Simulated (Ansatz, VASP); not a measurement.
## C in VASP and in Ansatz

```xyz
1
Lattice="0.0000 1.6020 1.6020 1.6020 0.0000 1.6020 1.6020 1.6020 0.0000" Properties=species:S:1:pos:R:3 pbc="T T T"
C     0.0000    0.0000    0.0000
```

Alike in both runs: task single point; functional BLYP; k mesh 19 × 19 × 19; occupations fermi-dirac, width 0.1 eV; no spin polarisation.

```csv
,VASP,Ansatz
version,VASP 6.6.1,Ansatz 0.2.0
potentials or method,"VASP PAW PBE potentials, release 64 (C)","plane waves (420 eV) with PAW, scalar-relativistic"
plane-wave cutoff (eV),520,420
valence electrons in the cell,4,4
```

VASP gave:

* pressure (GPa): -0.2

Problem. Which values does Ansatz return?

Solution. Pressure (GPa): -0.1.

Caveats: the PAW data sets were made with another functional, which shifts forces and pressure a little (VASP).
